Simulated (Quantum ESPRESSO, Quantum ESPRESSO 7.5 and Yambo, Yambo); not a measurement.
# Quasiparticle gap of BN (P6_3/mmc) in Yambo

Aim: the G0W0 gap of BN (P6_3/mmc) on PBE, step by step.

Method: PBE and many-body steps on it, plane waves, in Quantum ESPRESSO 7.5 and Yambo 5.3.0.

**Experimental background.**

- Gap 5.98 eV: direct gap suggested from cathodoluminescence and absorption; cathodoluminescence and optical absorption; bulk crystal (high-quality single crystal, earlier work) (quoted in “Near band gap photoluminescence properties of hexagonal boron nitride”, 2008, arxiv:0804.2760).

## (1) Set-up

It takes space group P6_3/mmc (No. 194, hexagonal). Conventional cell: a = 2.504 Å, b = 2.504 Å, c = 6.661 Å, α = 90.00°, β = 90.00°, γ = 120.00°. Nearest to B lie 3 N at 1.45 Å. Nearest to N lie 3 B at 1.45 Å. Farther neighbours and most contacts between anions are not listed.

The cell and positions come from the Crystallography Open Database and are kept as given unless a step says otherwise.

## (2) Ground state

This step: Quantum ESPRESSO 7.5; DFT, PBE, plane waves, norm-conserving pseudopotentials.

The ground-state density comes first.

Contents of pw.in:

```
&control
  calculation = 'scf'
  prefix = 'x'
  outdir = 'o'
  pseudo_dir = 'pseudo'
/
&system
  ibrav = 0
  nat = 4
  ntyp = 2
  ecutwfc = 72.0
  nbnd = 14
  force_symmorphic = .true.
/
&electrons
  conv_thr = 1e-10
  electron_maxstep = 80
  mixing_beta = 0.5
/
ATOMIC_SPECIES
  B 10.81 B.upf
  N 14.007 N.upf
CELL_PARAMETERS angstrom
  2.5039900000 0.0000000000 0.0000000000
  -1.2519950000 2.1685189508 0.0000000000
  0.0000000000 0.0000000000 6.6612000000
ATOMIC_POSITIONS crystal
  B 0.3333333333 0.6666666667 0.2500000000
  B 0.6666666667 0.3333333333 0.7500000000
  N 0.3333333333 0.6666666667 0.7500000000
  N 0.6666666667 0.3333333333 0.2500000000
K_POINTS automatic
  9 9 4 0 0 0
```

The run is started by

```bash
> OMP_NUM_THREADS=1 mpirun -n 4 pw.x -nk 4 -in pw.in > pw.out
```

The log of the run:

```text
Program PWSCF v.7.5 starts

     This program is part of the open-source Quantum ESPRESSO suite
     for quantum simulation of materials; please cite
         "P. Giannozzi et al., J. Phys.:Condens. Matter 21 395502 (2009);
         "P. Giannozzi et al., J. Phys.:Condens. Matter 29 465901 (2017);
         "P. Giannozzi et al., J. Chem. Phys. 152 154105 (2020);
     in publications or presentations arising from this work. More details at
     Message from routine setup:
     using ibrav=0 with symmetry is DISCOURAGED, use correct ibrav instead

     G-vector sticks info

     bravais-lattice index     =            0
     lattice parameter (alat)  =       4.7319  a.u.
     unit-cell volume          =     244.0871 (a.u.)^3
     number of atoms/cell      =            4
     number of atomic types    =            2
     number of electrons       =        16.00
     number of Kohn-Sham states=           14
     kinetic-energy cutoff     =      72.0000  Ry
     charge density cutoff     =     288.0000  Ry
     scf convergence threshold =      1.0E-10
     mixing beta               =       0.5000
     number of iterations used =            8  plain     mixing
     Exchange-correlation= PBE
                           (   1   4   3   4   0   0   0)

     celldm(1)=   4.731855  celldm(2)=   0.000000  celldm(3)=   0.000000
     celldm(4)=   0.000000  celldm(5)=   0.000000  celldm(6)=   0.000000

     crystal axes: (cart. coord. in units of alat)
               a(1) = (   1.000000   0.000000   0.000000 )
               a(2) = (  -0.500000   0.866025   0.000000 )
               a(3) = (   0.000000   0.000000   2.660234 )

     reciprocal axes: (cart. coord. in units 2 pi/alat)
               b(1) = (  1.000000  0.577350 -0.000000 )
               b(2) = (  0.000000  1.154701  0.000000 )
               b(3) = (  0.000000 -0.000000  0.375907 )
     Pseudo is Norm-conserving + core correction, Zval =  3.0
     Generated using ONCVPSP code by D. R. Hamann
     Using radial grid of 1534 points,  4 beta functions with:
     Pseudo is Norm-conserving + core correction, Zval =  5.0
     Generated using ONCVPSP code by D. R. Hamann
     Using radial grid of 1058 points,  4 beta functions with:
     B                 3.00    10.81000     B ( 1.00)
     N                 5.00    14.00700     N ( 1.00)

     12 Sym. Ops., with inversion, found

   Cartesian axes

     site n.     atom                  positions (alat units)
         1        B      tau(   1) = (  -0.0000000   0.5773503   0.6650586  )
         2        B      tau(   2) = (   0.5000000   0.2886751   1.9951757  )
         3        N      tau(   3) = (  -0.0000000   0.5773503   1.9951757  )
         4        N      tau(   4) = (   0.5000000   0.2886751   0.6650586  )

     number of k points=    43
                       cart. coord. in units 2pi/alat
        k(    1) = (   0.0000000   0.0000000   0.0000000), wk =   0.0061728
        k(    2) = (   0.0000000   0.0000000   0.0939767), wk =   0.0123457
        k(    3) = (   0.0000000   0.0000000  -0.1879534), wk =   0.0061728
        k(    4) = (   0.0000000   0.1283001   0.0000000), wk =   0.0370370
        k(    5) = (   0.0000000   0.1283001   0.0939767), wk =   0.0370370
        k(    6) = (   0.0000000   0.1283001  -0.1879534), wk =   0.0370370
        k(    7) = (   0.0000000   0.2566001   0.0000000), wk =   0.0370370
        k(    8) = (   0.0000000   0.2566001   0.0939767), wk =   0.0370370
        k(    9) = (   0.0000000   0.2566001  -0.1879534), wk =   0.0370370
        k(   10) = (   0.0000000   0.3849002   0.0000000), wk =   0.0370370
     [... 31 further rows ...]
        k(   42) = (  -0.1111111   0.4490502  -0.0939767), wk =   0.0740741
        k(   43) = (  -0.2222222   0.5132002  -0.0939767), wk =   0.0740741

     Dense  grid:    20149 G-vectors     FFT dimensions: (  25,  25,  72)

     Initial potential from superposition of free atoms

     starting charge      15.9995, renormalised to      16.0000
     Starting wfcs are   16 randomized atomic wfcs

     per-process dynamical memory:    22.3 Mb

     Self-consistent Calculation

     iteration #  1     ecut=    72.00 Ry     beta= 0.50

     total energy              =     -53.47386060 Ry
     estimated scf accuracy    <       0.74647451 Ry

     iteration #  2     ecut=    72.00 Ry     beta= 0.50

     total energy              =     -53.62335369 Ry
     estimated scf accuracy    <       0.06499904 Ry

     iteration #  3     ecut=    72.00 Ry     beta= 0.50

     total energy              =     -53.62851422 Ry
     estimated scf accuracy    <       0.00925257 Ry

     iteration #  4     ecut=    72.00 Ry     beta= 0.50

     total energy              =     -53.62947027 Ry
     estimated scf accuracy    <       0.00100228 Ry

     iteration #  5     ecut=    72.00 Ry     beta= 0.50

     total energy              =     -53.62971282 Ry
     estimated scf accuracy    <       0.00015133 Ry

     iteration #  6     ecut=    72.00 Ry     beta= 0.50

     total energy              =     -53.62973544 Ry
     estimated scf accuracy    <       0.00000113 Ry

     iteration #  7     ecut=    72.00 Ry     beta= 0.50

     total energy              =     -53.62973675 Ry
     estimated scf accuracy    <       0.00000026 Ry

     iteration #  8     ecut=    72.00 Ry     beta= 0.50

     total energy              =     -53.62973674 Ry
     estimated scf accuracy    <       0.00000005 Ry

     iteration #  9     ecut=    72.00 Ry     beta= 0.50

     total energy              =     -53.62973675 Ry
     estimated scf accuracy    <          2.8E-09 Ry

     iteration # 10     ecut=    72.00 Ry     beta= 0.50

     End of self-consistent calculation

          k = 0.0000 0.0000 0.0000 (  2481 PWs)   bands (ev):

   -13.0802 -12.7926  -1.4957   0.5918   3.3561   3.3561   3.3924   3.3924
     9.9733  14.9617  16.3422  16.3422  16.4627  16.4627

          k = 0.0000 0.0000 0.0940 (  2524 PWs)   bands (ev):

   -13.0403 -12.8371  -1.2409   0.2151   3.3613   3.3613   3.3866   3.3866
    10.6628  14.0819  16.3593  16.3593  16.4444  16.4445

          k = 0.0000 0.0000-0.1880 (  2518 PWs)   bands (ev):

   -12.9410 -12.9410  -0.5699  -0.5699   3.3740   3.3740   3.3740   3.3740
    12.3076  12.3076  16.4014  16.4014  16.4014  16.4016

          k = 0.0000 0.1283 0.0000 (  2523 PWs)   bands (ev):

     [... further k-points ...]

     highest occupied, lowest unoccupied level (ev):     4.6985    9.1282

!    total energy              =     -53.62973675 Ry
     estimated scf accuracy    <          7.5E-11 Ry

     The total energy is the sum of the following terms:
     one-electron contribution =     -16.17374647 Ry
     hartree contribution      =      16.48553800 Ry
     xc contribution           =     -17.34837431 Ry
     ewald contribution        =     -36.59315398 Ry

     convergence has been achieved in  10 iterations

     XML data file, charge density, pseudopotentials, collected wavefunctions

=------------------------------------------------------------------------------=
   JOB DONE.
=------------------------------------------------------------------------------=
```

It took 13 s on 4 MPI ranks of AMD EPYC 7571, shared host; peak memory 0.26 GiB.

Numbers from this step:

```yaml
total_energy: -729.6697 eV
gap: 4.430 eV
k_of_the_valence_top: 0.3333, 0.3333, -0.5
k_of_the_conduction_bottom: 0.1111, 0.4444, 0
least_direct_gap: 4.670 eV
```

The gap is indirect, with the least direct gap 0.24 eV higher.

## (3) Bands along the symmetry lines

The cheap functional maps the bands first; the places of the edges decide which points the dearer methods must see.

Contents of pw.in:

```
&control
  calculation = 'bands'
  prefix = 'x'
  outdir = 'o'
  pseudo_dir = 'pseudo'
/
&system
  ibrav = 0
  nat = 4
  ntyp = 2
  ecutwfc = 72.0
  nbnd = 14
  force_symmorphic = .true.
/
&electrons
  conv_thr = 1e-9
  electron_maxstep = 80
  diago_full_acc = .true.
  diago_thr_init = 5e-6
/
ATOMIC_SPECIES
  B 10.81 B.upf
  N 14.007 N.upf
CELL_PARAMETERS angstrom
  2.5039900000 0.0000000000 0.0000000000
  -1.2519950000 2.1685189508 0.0000000000
  0.0000000000 0.0000000000 6.6612000000
ATOMIC_POSITIONS crystal
  B 0.3333333333 0.6666666667 0.2500000000
  B 0.6666666667 0.3333333333 0.7500000000
  N 0.3333333333 0.6666666667 0.7500000000
  N 0.6666666667 0.3333333333 0.2500000000
K_POINTS crystal
  75
  0.00000000 0.00000000 0.00000000 1
  0.06250000 0.00000000 0.00000000 1
  0.12500000 0.00000000 0.00000000 1
  0.18750000 0.00000000 0.00000000 1
  0.25000000 0.00000000 0.00000000 1
  0.31250000 0.00000000 0.00000000 1
  0.37500000 0.00000000 0.00000000 1
  0.43750000 0.00000000 0.00000000 1
  0.50000000 0.00000000 0.00000000 1
  0.47916667 0.04166667 0.00000000 1
  0.45833333 0.08333333 0.00000000 1
  0.43750000 0.12500000 0.00000000 1
  0.41666666 0.16666666 0.00000000 1
  0.39583333 0.20833333 0.00000000 1
  0.37500000 0.25000000 0.00000000 1
  0.35416666 0.29166666 0.00000000 1
  0.33333333 0.33333333 0.00000000 1
  0.29166666 0.29166666 0.00000000 1
  0.25000000 0.25000000 0.00000000 1
  0.20833333 0.20833333 0.00000000 1
  0.16666666 0.16666666 0.00000000 1
  0.12500000 0.12500000 0.00000000 1
  0.08333333 0.08333333 0.00000000 1
  0.04166667 0.04166667 0.00000000 1
  0.00000000 0.00000000 0.00000000 1
  0.00000000 0.00000000 0.06250000 1
  0.00000000 0.00000000 0.12500000 1
  0.00000000 0.00000000 0.18750000 1
  0.00000000 0.00000000 0.25000000 1
  0.00000000 0.00000000 0.31250000 1
  0.00000000 0.00000000 0.37500000 1
  0.00000000 0.00000000 0.43750000 1
  0.00000000 0.00000000 0.50000000 1
  0.06250000 0.00000000 0.50000000 1
  0.12500000 0.00000000 0.50000000 1
  0.18750000 0.00000000 0.50000000 1
  0.25000000 0.00000000 0.50000000 1
  0.31250000 0.00000000 0.50000000 1
  0.37500000 0.00000000 0.50000000 1
  0.43750000 0.00000000 0.50000000 1
  0.50000000 0.00000000 0.50000000 1
  0.47916667 0.04166667 0.50000000 1
  0.45833333 0.08333333 0.50000000 1
  0.43750000 0.12500000 0.50000000 1
  0.41666666 0.16666666 0.50000000 1
  0.39583333 0.20833333 0.50000000 1
  0.37500000 0.25000000 0.50000000 1
  0.35416666 0.29166666 0.50000000 1
  0.33333333 0.33333333 0.50000000 1
  0.29166666 0.29166666 0.50000000 1
  0.25000000 0.25000000 0.50000000 1
  0.20833333 0.20833333 0.50000000 1
  0.16666666 0.16666666 0.50000000 1
  0.12500000 0.12500000 0.50000000 1
  0.08333333 0.08333333 0.50000000 1
  0.04166667 0.04166667 0.50000000 1
  0.00000000 0.00000000 0.50000000 1
  0.50000000 0.00000000 0.50000000 1
  0.50000000 0.00000000 0.43750000 1
  0.50000000 0.00000000 0.37500000 1
  0.50000000 0.00000000 0.31250000 1
  0.50000000 0.00000000 0.25000000 1
  0.50000000 0.00000000 0.18750000 1
  0.50000000 0.00000000 0.12500000 1
  0.50000000 0.00000000 0.06250000 1
  0.50000000 -0.00000000 0.00000000 1
  0.33333333 0.33333333 0.50000000 1
  0.33333333 0.33333333 0.43750000 1
  0.33333333 0.33333333 0.37500000 1
  0.33333333 0.33333333 0.31250000 1
  0.33333333 0.33333333 0.25000000 1
  0.33333333 0.33333333 0.18750000 1
  0.33333333 0.33333333 0.12500000 1
  0.33333333 0.33333333 0.06250000 1
  0.33333333 0.33333333 0.00000000 1
```

The log of the run:

```text
[banner, memory and clock lines left out]
Program PWSCF v.7.5 starts

     Atomic positions and unit cell read from directory:
     o/x.save/

     Message from routine setup:
     using ibrav=0 with symmetry is DISCOURAGED, use correct ibrav instead

     G-vector sticks info

     bravais-lattice index     =            0
     lattice parameter (alat)  =       4.7319  a.u.
     unit-cell volume          =     244.0871 (a.u.)^3
     number of atoms/cell      =            4
     number of atomic types    =            2
     number of electrons       =        16.00
     number of Kohn-Sham states=           14
     kinetic-energy cutoff     =      72.0000  Ry
     charge density cutoff     =     288.0000  Ry
     Exchange-correlation= PBE
                           (   1   4   3   4   0   0   0)

     celldm(1)=   4.731855  celldm(2)=   0.000000  celldm(3)=   0.000000
     celldm(4)=   0.000000  celldm(5)=   0.000000  celldm(6)=   0.000000

     crystal axes: (cart. coord. in units of alat)
               a(1) = (   1.000000   0.000000   0.000000 )
               a(2) = (  -0.500000   0.866025   0.000000 )
               a(3) = (   0.000000   0.000000   2.660234 )

     reciprocal axes: (cart. coord. in units 2 pi/alat)
               b(1) = (  1.000000  0.577350 -0.000000 )
               b(2) = (  0.000000  1.154701  0.000000 )
               b(3) = (  0.000000 -0.000000  0.375907 )
     Pseudo is Norm-conserving + core correction, Zval =  3.0
     Generated using ONCVPSP code by D. R. Hamann
     Using radial grid of 1534 points,  4 beta functions with:
     Pseudo is Norm-conserving + core correction, Zval =  5.0
     Generated using ONCVPSP code by D. R. Hamann
     Using radial grid of 1058 points,  4 beta functions with:
     B                 3.00    10.81000     B ( 1.00)
     N                 5.00    14.00700     N ( 1.00)

     12 Sym. Ops., with inversion, found

   Cartesian axes

     site n.     atom                  positions (alat units)
         1        B      tau(   1) = (  -0.0000000   0.5773503   0.6650586  )
         2        B      tau(   2) = (   0.5000000   0.2886751   1.9951757  )
         3        N      tau(   3) = (  -0.0000000   0.5773503   1.9951757  )
         4        N      tau(   4) = (   0.5000000   0.2886751   0.6650586  )

     number of k points=    75
                       cart. coord. in units 2pi/alat
        k(    1) = (   0.0000000   0.0000000   0.0000000), wk =   0.0266667
        k(    2) = (   0.0625000   0.0360844   0.0000000), wk =   0.0266667
        k(    3) = (   0.1250000   0.0721688   0.0000000), wk =   0.0266667
[...]
[... 63 further rows ...]
        k(   74) = (   0.3333333   0.5773503   0.0234942), wk =   0.0266667
        k(   75) = (   0.3333333   0.5773503   0.0000000), wk =   0.0266667

     Dense  grid:    20149 G-vectors     FFT dimensions: (  25,  25,  72)

     The potential is recalculated from file :
     o/x.save/charge-density

     Starting wfcs are   16 randomized atomic wfcs

     Band Structure Calculation

     End of band structure calculation

          k = 0.0000 0.0000 0.0000 (  2481 PWs)   bands (ev):

   -13.0802 -12.7926  -1.4957   0.5918   3.3561   3.3561   3.3924   3.3924
     9.9733  14.9618  16.3422  16.3422  16.4627  16.4627

          k = 0.0625 0.0361 0.0000 (  2519 PWs)   bands (ev):

   -13.0036 -12.7185  -1.3905   0.6865   3.0366   3.0691   3.2054   3.2439
    10.1152  14.9141  16.2533  16.3966  16.6798  16.7987

          k = 0.1250 0.0722 0.0000 (  2529 PWs)   bands (ev):

   -12.7761 -12.4986  -1.0768   0.9673   2.1702   2.2024   2.8064   2.8503
    10.5043  14.7325  15.9849  16.3391  16.6136  17.6349

[...]
k = 0.3333 0.5774 0.0235 (  2508 PWs)   bands (ev):

    -9.2625  -9.2625  -3.2826  -3.1299  -2.4508  -2.4508   4.6247   4.6247
     9.5677   9.5677  15.5782  17.9656  17.9656  18.7516

          k = 0.3333 0.5774 0.0000 (  2508 PWs)   bands (ev):

    -9.2625  -9.2625  -3.2840  -3.1283  -2.4506  -2.4506   4.6218   4.6218
     9.5757   9.5757  15.5581  17.9432  17.9432  18.8159

     XML data file, pseudopotentials, collected wavefunctions
```

It took 11 s on 4 MPI ranks; peak memory 0.22 GiB; 44 s of CPU time.

Numbers from this step:

| Item | Value |
| --- | --- |
| gap | 4.291 eV |
| k of the valence top | 0.3542, 0.2917, 0 |
| k of the conduction bottom | 0.5, 0, 0 |
| least direct gap | 4.670 eV |

The gap is 4.291 eV, −0.138 eV from the run before at this level.

The electronic bands at the labelled points (eV, zero at the top of the highest filled band; v1 is the highest filled band, c1 the lowest empty one):

| point | v4 | v3 | v2 | v1 | c1 | c2 | c3 | c4 |
| --- | --- | --- | --- | --- | --- | --- | --- | --- |
| Γ | -1.37 | -1.37 | -1.33 | -1.33 | 5.25 | 10.24 | 11.62 | 11.62 |
| halfway | -4.58 | -3.00 | -2.94 | -2.69 | 7.09 | 8.77 | 9.30 | 10.64 |
| M | -4.19 | -4.12 | -1.45 | -0.46 | 4.29 | 5.64 | 9.58 | 10.03 |
| halfway | -5.53 | -5.46 | -1.01 | -0.19 | 4.52 | 5.46 | 11.26 | 12.05 |
| K | -7.17 | -7.17 | -0.10 | -0.10 | 4.85 | 4.85 | 10.84 | 13.22 |
| halfway | -4.06 | -3.96 | -3.91 | -2.24 | 7.76 | 8.37 | 8.44 | 12.28 |
| Γ | -1.37 | -1.37 | -1.33 | -1.33 | 5.25 | 10.24 | 11.62 | 11.62 |
| halfway | -1.36 | -1.36 | -1.33 | -1.33 | 5.94 | 9.36 | 11.64 | 11.64 |
| A | -1.35 | -1.35 | -1.35 | -1.35 | 7.59 | 7.59 | 11.68 | 11.68 |
| halfway | -3.71 | -3.71 | -2.97 | -2.97 | 8.18 | 8.18 | 10.32 | 10.32 |
| L | -4.16 | -4.16 | -0.94 | -0.94 | 4.75 | 4.75 | 9.98 | 9.98 |
| halfway | -5.50 | -5.50 | -0.57 | -0.57 | 4.80 | 4.80 | 11.95 | 11.95 |
| H | -7.18 | -7.18 | -0.02 | -0.02 | 4.65 | 4.65 | 12.05 | 12.05 |
| halfway | -3.94 | -3.94 | -3.21 | -3.21 | 7.96 | 7.96 | 10.84 | 10.84 |
| A | -1.35 | -1.35 | -1.35 | -1.35 | 7.59 | 7.59 | 11.68 | 11.68 |
| jump to L | -4.16 | -4.16 | -0.94 | -0.94 | 4.75 | 4.75 | 9.98 | 9.98 |
| halfway | -4.18 | -4.13 | -1.30 | -0.59 | 4.38 | 5.33 | 9.75 | 10.03 |
| M | -4.19 | -4.12 | -1.45 | -0.46 | 4.29 | 5.64 | 9.58 | 10.03 |
| jump to H | -7.18 | -7.18 | -0.02 | -0.02 | 4.65 | 4.65 | 12.05 | 12.05 |
| halfway | -7.18 | -7.18 | -0.06 | -0.06 | 4.75 | 4.75 | 11.15 | 13.30 |
| K | -7.17 | -7.17 | -0.10 | -0.10 | 4.85 | 4.85 | 10.84 | 13.22 |

(Part 1 of 3 ends here.)

[Paths, hosts, dates, memory and timing lines, banners, echoed tables and standing remarks are left out of the program output.]

[Logs are printed without paths, hosts, clocks, repeated set-up lines and the standing remarks that a program may print on its own settings, such as how far it seeks lower states.]

[Runs of the session that timed out or met a known fault of the program may be left out.]

[Hosts, paths, dates, database ids (printed as entryN), source tags and the programs' standing remarks are cut or masked in the printed files.]
